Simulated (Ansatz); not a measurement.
# CuO (P4/mmm) in Ansatz: band structure with PBE+U

Aim: the band structure of CuO with PBE+U.

All numbers are computed with Ansatz 0.2.0; they aren't measurements. Logs are shortened: lines on timing, memory, paths and dates and some standing lists are left out, and cuts for length are marked.

## (1) Starting point

It takes space group P4/mmm (No. 123, tetragonal). Conventional cell: a = 4.161 Å, b = 4.161 Å, c = 3.888 Å, α = 90.00°, β = 90.00°, γ = 90.00°. Cu (site symmetry mmm) has 4 O at 1.94 to 2.08 Å as nearest neighbours. Cu (site symmetry 4/mmm) is surrounded by 6 O at 1.94 to 2.08 Å. Around O (site symmetry 4/mmm) lie 6 Cu at 1.94 to 2.08 Å. Around O (site symmetry mmm) lie 4 Cu at 1.94 to 2.08 Å.

Measurements of this composition are mostly on another form, of space group No. 15.

## (2) Band structure, PBE+U

input.yaml reads:

```yaml
crystal:
  lattice:
    - [4.160937, 0.0, 0.0]
    - [0.0, 4.160937, 0.0]
    - [0.0, 0.0, 3.887643]
  atoms:
    - { symbol: Cu, position: [0.5, 0.0, 0.5] }
    - { symbol: Cu, position: [0.0, 0.5, 0.5] }
    - { symbol: Cu, position: [0.0, 0.0, 0.0] }
    - { symbol: O, position: [0.0, 0.0, 0.5] }
    - { symbol: O, position: [0.5, 0.0, 0.0] }
    - { symbol: O, position: [0.0, 0.5, 0.0] }
hamiltonian:
  xc: pbe
  pseudopotentials: { kind: paw }
  hubbard: { sites: [{ species: Cu, l: d, u_eff: 5.3 }] }
kpoints:
  mp_grid: { grid: [7, 7, 7] }
  band_path:
    path:
      - [[0.0, 0.0, 0.0], [0.0, 0.5, 0.0], [0.5, 0.5, 0.0], [0.0, 0.0, 0.0], [0.0, 0.0, 0.5], [0.0, 0.5, 0.5], [0.5, 0.5, 0.5], [0.0, 0.0, 0.5]]
      - [[0.0, 0.5, 0.0], [0.0, 0.5, 0.5]]
      - [[0.5, 0.5, 0.0], [0.5, 0.5, 0.5]]
    npoints: 14
scf:
  occupations: { method: fermi_dirac, width: 0.05 }
  n_extra_bands: 15
output:
  forces: true
  stress: true
  eigenvalues: true
  fatbands: false
  write_density: true
  write_potential: true
  elf: true
  volumetric_format: npy
```

Potentials or basis: Ansatz PAW.

On the command line:

```
ansatz run input.yaml --threads 2 --pin off --max-ram 5632MiB --backend cpu --events-out ev --progress --plain --runs-dir out
```

The log of the run:

```text
Warning: RAYON_NUM_THREADS=2 ignored (pool sized by the plan → 2); use --threads N
Cu: projections on atomic orbitals take those of the free atom [Ne] 3s2 3p6 3d10 4s1, of charge +0.00 (hamiltonian.pseudopotentials.projection_atoms); the dataset's partial waves leave at most 2.0e-6 of an orbital's norm unspanned inside its sphere
O: projections on atomic orbitals take those of the free atom [He] 2s2 2p4, of charge +0.00 (hamiltonian.pseudopotentials.projection_atoms); the dataset's partial waves leave at most 1.9e-8 of an orbital's norm unspanned inside its sphere
scf.n_extra_bands = 15 over 38 filled bands (N_el = 75.0): the run solves 53 bands
Engine: ansatz 0.2.0, x86_64-unknown-linux-gnu
Pseudopotentials: kind: paw
Pseudopotential: Cu, paw, valence charge 19, recommended cutoff 420 eV (normal), Cu.paw.azcp
Pseudopotential: O, paw, valence charge 6, recommended cutoff 420 eV (normal), O.paw.azcp
Functional definition: PBE
  parameter kappa = 0.804
  parameter beta = 0.06672455060314922
  exchange = pbe_x(kappa = kappa, mu = beta*pi^2/3)
  correlation = pbe_c(beta = beta)
Crystal: 6 atoms, lattice volume = 67.308 Å³
Basis set: ecut = 420 eV, 1309 PW (Γ), exchange–correlation on 60×60×54 points (8 copies of the dense FFT grid, shifted against one another)
Bands: 53, of which v1, the nominal top of the filled ones, is band 38 counted from 1 (37 counted from 0)
Symmetry: 16 space group operations
Space group: P4/mmm (ITA 123), of the structure as read, at distance tolerance 4.1e-5 Å
k-points: 40 of 343
Non-local potential: Cu, projectors of the file, l = 0: 3, l = 1: 2, l = 2: 3, l = 3: 1
Non-local potential: O, projectors of the file, l = 0: 2, l = 1: 2, l = 2: 1
PAW form: soft (Blöchl's): semilocal exchange-correlation on the pseudo side does not see the compensation charge
PAW one-centre angular grid: Cu, 590 points (default); XC on 64 Gauss nodes
PAW one-centre angular grid: O, 110 points (default); XC on 64 Gauss nodes
Initial density: superposition of atomic densities (chi_scale 0.1, normalization cell, long waves of neutral atoms under a Hubbard term (reshape's long-wave potential 0.03 eV rms, cloud 1.98 Å wide))
Initial wavefunctions: pseudopotential atomic-orbital guess
Functional: x = pbe(κ = 0.804, μ = 0.2195149727645171), c = pbe(β = 0.06672455060314922)
SCF iter   1: F=—  HF=-21568.805724 eV  |F-HF|=—  |Δ(HF+E_count)|=         —  Δρ=9.22e-2  dr2=4.08e0  ethr=3.10e-3  ⟨swp⟩=5.4  Hψ=7479  notcnv=0  defer=45
preconditioner: auto → LDOS  [metal: Δε(μ)=0.049 eV  Ē_g=16.894 eV  σ=0.050 eV  W_gap=0.24  n_scr=26 (ndim 8)  ℏωp=32.3 eV  f_vac=0.111  D(μ)=3.70/eV (n_scr^D=30)  β→1.0]
SCF iter   2: F=—  HF=-21575.401318 eV  |F-HF|=—  |Δ(HF+E_count)|=    6.60e0  Δρ=3.30e-1  dr2=4.98e1  ethr=3.10e-3  ⟨swp⟩=3.1  Hψ=4694  notcnv=0  defer=335  recentre
SCF iter   3: F=—  HF=-21568.679557 eV  |F-HF|=—  |Δ(HF+E_count)|=    6.72e0  Δρ=6.94e-2  dr2=2.09e0  ethr=3.10e-3  ⟨swp⟩=3.1  Hψ=4906  notcnv=0  defer=355
SCF iter   4: F=—  HF=-21568.607344 eV  |F-HF|=—  |Δ(HF+E_count)|=   7.22e-2  Δρ=2.94e-2  dr2=2.10e-1  ethr=2.79e-3  ⟨swp⟩=2.0  Hψ=2727  notcnv=0  defer=352
SCF iter   5: F=—  HF=-21568.705568 eV  |F-HF|=—  |Δ(HF+E_count)|=   9.82e-2  Δρ=2.16e-2  dr2=1.61e-1  ethr=2.81e-4  ⟨swp⟩=2.2  Hψ=2948  notcnv=0  defer=352
SCF iter   6: F=—  HF=-21568.707731 eV  |F-HF|=—  |Δ(HF+E_count)|=   2.16e-3  Δρ=9.92e-3  dr2=2.68e-2  ethr=2.15e-4  ⟨swp⟩=2.0  Hψ=2342  notcnv=0  defer=350
SCF iter   7: F=—  HF=-21568.706532 eV  |F-HF|=—  |Δ(HF+E_count)|=   1.20e-3  Δρ=6.80e-3  dr2=1.32e-2  ethr=3.57e-5  ⟨swp⟩=1.3  Hψ=1858  notcnv=0  defer=350
SCF iter   8: F=—  HF=-21568.705724 eV  |F-HF|=—  |Δ(HF+E_count)|=   8.08e-4  Δρ=1.79e-3  dr2=1.02e-3  ethr=1.76e-5  ⟨swp⟩=2.1  Hψ=2612  notcnv=0  defer=350
SCF iter   9: F=—  HF=-21568.706344 eV  |F-HF|=—  |Δ(HF+E_count)|=   6.20e-4  Δρ=2.06e-3  dr2=1.89e-3  ethr=1.36e-6  ⟨swp⟩=2.1  Hψ=2906  notcnv=0  defer=351
SCF iter  10: F=—  HF=-21568.706298 eV  |F-HF|=—  |Δ(HF+E_count)|=   4.59e-5  Δρ=5.60e-4  dr2=1.30e-4  ethr=1.36e-6  ⟨swp⟩=2.0  Hψ=2579  notcnv=0  defer=351
SCF iter  11: F=—  HF=-21568.706299 eV  |F-HF|=—  |Δ(HF+E_count)|=   1.26e-6  Δρ=2.04e-4  dr2=1.09e-5  ethr=1.74e-7  ⟨swp⟩=2.0  Hψ=3116  notcnv=0  defer=351
SCF iter  12: F=—  HF=-21568.706315 eV  |F-HF|=—  |Δ(HF+E_count)|=   1.53e-5  Δρ=8.82e-5  dr2=1.96e-6  ethr=1.45e-8  ⟨swp⟩=2.0  Hψ=2586  notcnv=0  defer=351
SCF iter  13: F=—  HF=-21568.706317 eV  |F-HF|=—  |Δ(HF+E_count)|=   2.25e-6  Δρ=3.89e-5  dr2=3.84e-7  ethr=2.61e-9  ⟨swp⟩=2.0  Hψ=2452  notcnv=0  defer=351
SCF iter  14: F=-21568.706317 eV  HF=-21568.706317 eV  |F-HF|=2.35e-8  |Δ(HF+E_count)|=   2.49e-7  Δρ=1.66e-5  dr2=5.08e-8  ethr=1.33e-10  ⟨swp⟩=13.6  Hψ=15464  notcnv=0
SCF 1 converged in 14 iterations: F = -21568.706317 eV  dr2 = 5.08e-8
NSCF: frozen V_eff on 129 k-points
SCF converged after 14 iterations
Free energy (F): -21568.706317 eV
Harris-Foulkes:  -21568.706317 eV  (|F-HF|=2.35e-8)
Internal energy: -21568.679970 eV  (E = F + TS)
E sigma→0 (E₀):  -21568.693144 eV
Entropy (-TS):   -0.026347 eV (-4.391 meV/atom)
Fermi energy:    9.376524 eV
--- Per-component energies (eV) ---
  E_band       = -1456.842866
  E_kinetic    = 1415.141278
  E_local      = -16126.219308  (includes V_loc(G=0)·N_el)
  E_nonlocal   = 1340.067645
  E_hartree    = 7047.476241
  E_xc         = -483.116151
  E_vxc        = -620.019727  (∫ρ·V_xc dr)
  E_hubbard    = 3.112402  (on-site DFT+U / exact-exchange correction)
  E_vhub       = -69.675531  (the Hubbard potential's part of the band-sum identity)
  E_paw        = -5478.310195  (= ΣΔE_a)
  E_vpaw       = -1491.106420  (= ΣTr[D̂ρ^β])
  E_aug_tail   = 0.008001  (compensation charges beyond the density's cutoff)
  E_ewald      = -9286.839884
  E_smearing   = -0.026347  (= −TS)
  E_closure    = -0.000000  (closes the sum)
  Σ components = -21568.706317   (vs F -21568.706317, Δ=0.00e0)
--- Forces (eV/Å), atoms counted from 1 ---
  atom   1  Cu     0.00000000    -0.00000000    -0.00000000
  atom   2  Cu     0.00000000    -0.00000000     0.00000000
  atom   3  Cu     0.00000000    -0.00000000     0.00000000
  atom   4  O     -0.00000000    -0.00000000     0.00000000
  atom   5  O      0.00000000     0.00000000     0.00000000
  atom   6  O      0.00000000    -0.00000000     0.00000000
  max |Σ_I F_I| component: 1.03e-27 eV/Å
--- Stress (GPa, compression-positive) ---
        3.740575      -0.000000       0.000000
       -0.000000       3.740575       0.000000
        0.000000       0.000000       7.079594
  P = ⅓ Tr σ = 4.8536 GPa (48.536 kbar)
--- Band table (eV; the first three rows and the last of 40) ---
  k-point 0: bands = ["-101.8739", "-101.3952", "-101.3949", "-59.3423", "-59.2246", "-59.2246", "-58.9116", "-58.9104", "-58.8350", "-58.8350", "-58.6553", "-58.6553", "-10.0120", "-8.1650", "-7.7644", "4.0108", "4.1577", "4.1577", "4.6487", "4.6487", "4.9486", "5.4686", "5.7329", "5.9511", "5.9511", "6.2459", "6.2840", "6.2840", "6.4368", "6.4633", "6.5420", "6.5902", "6.9695", "7.0245", "7.0245", "7.4202", "7.6502", "8.2755", "8.2755", "11.1901", "16.2332", "17.6851", "18.8005", "18.8005", "21.0681", "21.6339", "23.5473", "24.4839", "24.4839", "25.7508", "25.7508", "28.0544", "28.0703"]
  k-point 1: bands = ["-101.8737", "-101.3953", "-101.3948", "-59.3424", "-59.2246", "-59.2246", "-58.9117", "-58.9105", "-58.8350", "-58.8350", "-58.6553", "-58.6553", "-9.9408", "-8.1557", "-7.7128", "3.6462", "4.0231", "4.0231", "4.5594", "4.5594", "4.9820", "5.4135", "5.5567", "5.6144", "5.7009", "5.8482", "5.8482", "6.2589", "6.4020", "6.4020", "6.4635", "6.7151", "7.2025", "7.2025", "7.4735", "7.8570", "8.1474", "8.4550", "8.4550", "11.8656", "16.5387", "18.0991", "18.5942", "18.5942", "20.2416", "22.5019", "23.6834", "23.9751", "23.9751", "26.1654", "26.1654", "26.4589", "29.1292"]
  k-point 2: bands = ["-101.8733", "-101.3954", "-101.3943", "-59.3425", "-59.2247", "-59.2247", "-58.9119", "-58.9106", "-58.8352", "-58.8352", "-58.6553", "-58.6553", "-9.7684", "-8.1417", "-7.5925", "3.0511", "3.8018", "3.8018", "4.3370", "4.3370", "4.3432", "4.5123", "5.0711", "5.5276", "5.6148", "5.6393", "5.6393", "6.2905", "6.4640", "6.6979", "6.7086", "6.7086", "7.5232", "7.5232", "7.8245", "8.2445", "8.8253", "8.8253", "8.8929", "13.3089", "17.1183", "18.1379", "18.1379", "19.1926", "19.4946", "23.3874", "23.3874", "23.7780", "24.0999", "24.9580", "26.2849", "26.2849", "27.3058"]
  k-point 39: bands = ["-101.8751", "-101.3965", "-101.3965", "-59.3426", "-59.2247", "-59.2247", "-58.9110", "-58.9110", "-58.8404", "-58.8294", "-58.6604", "-58.6504", "-9.3106", "-7.6704", "-7.6365", "1.6558", "2.0550", "2.0569", "3.8504", "3.8695", "3.8955", "3.9593", "3.9671", "5.7055", "5.7422", "5.7896", "5.9375", "6.0769", "6.0914", "6.3237", "7.0858", "7.4261", "7.5487", "8.7376", "9.5172", "10.4697", "10.4717", "10.5877", "10.6115", "12.3072", "16.8990", "18.0844", "18.1794", "19.1253", "19.1399", "21.3044", "21.5296", "24.2518", "26.0609", "26.3227", "26.9142", "27.0372", "27.9707"]
Occupation matrices written to <dir>
```

It took 16 s on 2 threads of AMD EPYC 7R13 (Zen 3), shared host; peak memory 0.69 GiB.

What came out:

| Item | Value |
| --- | --- |
| Free energy | -21568.7063 eV |
| Pressure | 4.9 GPa |
| Band gap on the k mesh | none (metal or under the smearing width) |

Levels at the corners of the path, in eV from the Fermi level:
```csv
point,band 34,band 35,band 36,band 37,band 38,band 39,band 40,band 41,band 42,band 43
Γ,-2.35,-2.35,-1.96,-1.73,-1.10,-1.10,1.81,6.86,8.31,9.42
X,-1.95,-1.86,-1.75,-0.97,-0.82,-0.72,4.50,4.54,9.18,9.26
M,-1.75,-1.66,-0.72,-0.72,-0.43,1.00,4.19,6.89,6.89,9.01
Γ,-2.35,-2.35,-1.96,-1.73,-1.10,-1.10,1.81,6.86,8.31,9.42
Z,-1.62,-1.41,-0.84,-0.23,-0.23,-0.07,5.59,7.32,8.35,8.35
R,-1.52,-0.86,-0.59,-0.17,1.24,1.33,5.24,7.06,8.29,8.78
A,-0.57,0.21,1.24,1.29,1.37,1.37,2.61,7.66,8.97,8.97
Z,-1.62,-1.41,-0.84,-0.23,-0.23,-0.07,5.59,7.32,8.35,8.35
X,-1.95,-1.86,-1.75,-0.97,-0.82,-0.72,4.50,4.54,9.18,9.26
R,-1.52,-0.86,-0.59,-0.17,1.24,1.33,5.24,7.06,8.29,8.78
M,-1.75,-1.66,-0.72,-0.72,-0.43,1.00,4.19,6.89,6.89,9.01
A,-0.57,0.21,1.24,1.29,1.37,1.37,2.61,7.66,8.97,8.97
```

Eigenvalues of the final occupation matrices:
| site | spin | trace | eigenvalues |
| --- | --- | --- | --- |
| site 1 | 1 | 4.80 | 0.84 0.98 0.99 0.99 1.00 |
| site 2 | 1 | 4.80 | 0.84 0.98 0.99 0.99 1.00 |
| site 3 | 1 | 4.71 | 0.85 0.87 1.00 1.00 1.00 |

Caveat: the pressure holds a Pulay correction of +0.7 GPa for the finite cutoff; an odd number of electrons without spin polarisation forces a metal; a magnetic or distorted state may lie lower; the run has no spin polarisation, though such a crystal can be magnetic; U without spin polarisation on a metal has little footing.
